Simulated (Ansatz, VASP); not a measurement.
## Two plane-wave programs on Si

File INCAR:

```
PREC     = Accurate       # precision mode
ENCUT    = 520            # plane-wave cutoff, eV
EDIFF    = 1E-6           # SCF threshold, eV
ISMEAR   = 0              # smearing method
SIGMA    = 0.1            # smearing width, eV
LREAL    = F              # projectors in reciprocal space
LASPH    = T              # aspherical terms in the spheres
NELM     = 100            # most SCF steps
ALGO     = Normal         # electronic algorithm
ISIF     = 2              # what is computed and relaxed
LWAVE    = F              # write WAVECAR
LCHARG   = F              # write CHGCAR
LDIPOL   = T            
IDIPOL   = 3            
DIPOL    = 0.5 0.5 0.386
GGA      = PE             # functional
IVDW     = 12             # dispersion correction
NBANDS   = 16             # bands
```

KPOINTS

```
regular mesh
0
Gamma
  9 9 1
```

Contents of POSCAR:

```
Si
1.0
    3.8472023583      0.0000000000      0.0000000000
   -1.9236011791      3.3317749758      0.0000000000
    0.0000000000      0.0000000000     18.4446971457
Si
4
Direct
    0.3333333333      0.6666666667      0.2695814701
    0.6666666667      0.3333333333      0.2439725610
    0.0000000000      1.0000000000      0.5283197153
    0.3333333333      0.6666666667      0.5027108062
```

Input for Ansatz:

```yaml
crystal:
  lattice:
    - [3.8472023583, 0.0, 0.0]
    - [-1.9236011791, 3.3317749758, 0.0]
    - [0.0, 0.0, 18.4446971457]
  atoms:
    - { symbol: Si, position: [0.3333333333, 0.6666666667, 0.2695814701] }
    - { symbol: Si, position: [0.6666666667, 0.3333333333, 0.243972561] }
    - { symbol: Si, position: [0.0, 1.0, 0.5283197153] }
    - { symbol: Si, position: [0.3333333333, 0.6666666667, 0.5027108062] }
basis:
  ecutwfc: 420
kpoints:
  mp_grid: { grid: [9, 9, 1] }
hamiltonian:
  xc: pbe
  dispersion: d3bj
scf:
  occupations: { method: gaussian, width: 0.1 }
output:
  forces: true
  eigenvalues: true
efield:
  axis: 3
  dipole_correction: true
  ramp_width: 0.04
```

Alike in both runs: task single point; functional PBE; dispersion D3(BJ); k mesh 9 × 9 × 1; occupations gaussian, width 0.1 eV; no spin polarisation.

|  | VASP | Ansatz |
| --- | --- | --- |
| version | VASP 6.6.1 | Ansatz 0.2.0 |
| potentials or method | VASP PAW PBE potentials, release 64 (Si) | scalar-relativistic, plane waves, PAW |
| plane-wave cutoff (eV) | 520 | 420 |
| valence electrons in the cell | 16 | 16 |

```csv
,VASP,Ansatz,Ansatz less VASP
gap on the k mesh at the Fermi level (eV),none,none,-
rms of the force components (eV/Å),0.066,0.068,+0.0022
```

Atom by atom the forces differ by 0.004 eV/Å (rms over components). A gap of «none» marks a metal or a gap that the smearing closes.
